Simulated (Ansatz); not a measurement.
An input for Ansatz 0.2.0 (WC):

File input.yaml:

```yaml
crystal:
  lattice:
    - [0.0, 2.035507514, 2.035507514]
    - [2.035507514, 0.0, 2.035507514]
    - [2.035507514, 2.035507514, 0.0]
  atoms:
    - { symbol: W, position: [0.0, 0.0, 0.0] }
    - { symbol: C, position: [0.5, 0.5, 0.5] }
kpoints:
  mp_grid: { grid: [10, 10, 10] }
scf:
  occupations: { method: fermi_dirac, width: 0.05 }
hamiltonian:
  xc: lda
  pseudopotentials: { kind: all_electron, datasets: crystal }
  hubbard:
    sites: [{ species: W, l: d, u_eff: 5.3 }]
    double_counting: fll
    projectors: augmentation-sphere
output:
  forces: true
  stress: true
  eigenvalues: true
  dos: { projected: false, de: 0.2, e_range: [-20, 8] }
```

Potentials or basis: all-electron PAW datasets made for the crystal.

Command:

```bash
$ ansatz run input.yaml --threads 1 --pin off --max-ram 3072MiB --backend cpu --events-out ev --progress --plain --runs-dir out
```

Question: Does this run start?

Answer: The run stopped without a result. It printed:

Output:

```text
Error: hamiltonian.pseudopotentials.datasets: crystal, beside a feature not held to (output.dos, beside hamiltonian.hubbard) — the datasets of this kind: all_electron run are made for its crystal, and no such run has been held to what stands beside, or a reason given rules it out; change each as told or leave it out, or set another kind (and leave the keys of all_electron out)
```
